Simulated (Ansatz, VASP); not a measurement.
## CuO in VASP and in Ansatz

File INCAR:

```
  ALGO = Normal
  EDIFF = 1E-6
  ENCUT = 520
  GGA = PE
  ISIF = 2
  ISMEAR = -1
  LASPH = T
  LCHARG = F
  LREAL = F
  LWAVE = F
  NBANDS = 16
  NELM = 80
  PREC = Accurate
  SIGMA = 0.05
```

Contents of KPOINTS:

```
k-points
0
Gamma
  11 11 10
```

The input POSCAR:

```
CuO
1.0
    2.8551092674      0.0000000000      0.0000000000
   -1.4275546287      2.4725971575      0.0000000000
    0.0000000000      0.0000000000      2.7864451870
Cu O
1 1
Direct
    0.0000000000      0.0000000000      0.0000000000
    0.6666666667      0.3333333333      0.5000000000
```

input.yaml

```yaml
crystal:
  lattice:
    - [2.8551092674, 0.0, 0.0]
    - [-1.4275546287, 2.4725971575, 0.0]
    - [0.0, 0.0, 2.786445187]
  atoms:
    - { symbol: Cu, position: [0.0, 0.0, 0.0] }
    - { symbol: O, position: [0.6666666667, 0.3333333333, 0.5] }
hamiltonian:
  xc: pbe
  pseudopotentials: { kind: paw }
kpoints:
  mp_grid: { grid: [11, 11, 10] }
scf:
  occupations: { method: fermi_dirac, width: 0.05 }
output:
  forces: true
  stress: true
  eigenvalues: true
```

Measurements of this composition are mostly on another form, of space group No. 15.

Alike in both runs: task single point; functional PBE; k mesh 11 × 11 × 10; occupations fermi-dirac, width 0.05 eV; no spin polarisation.

```csv
,VASP,Ansatz
version,VASP 6.6.1,Ansatz 0.2.0
potentials or method,"VASP PAW PBE potentials, release 64 (Cu, O)",Ansatz PAW
plane-wave cutoff (eV),520,420
valence electrons in the cell,17,25
```

Ansatz gave:

| Property | Result |
| --- | --- |
| gap on the k mesh at the Fermi level (eV) | none |
| pressure (GPa) | -3.7 |
| largest component of the traceless stress (GPa) | 7.22 |

Question: Which values does VASP return?

Answer: gap on the k mesh at the Fermi level (eV): none; pressure (GPa): -3.6; largest component of the traceless stress (GPa): 7.23.

A gap of «none» marks a metal or a gap that the smearing closes. The functional is the same, so the differences come from potentials, cutoffs and numerics. The two sets of potentials don't hold the same shells in valence.

Caveats: an odd number of electrons without spin polarisation forces a metal; a magnetic or distorted state may lie lower; the run has no spin polarisation, though such a crystal can be magnetic; semilocal functionals often make such compounds metallic where correlation or magnetic order opens a gap, which also shifts bond lengths; the pressure holds a Pulay correction of +0.7 GPa for the finite cutoff (Ansatz).
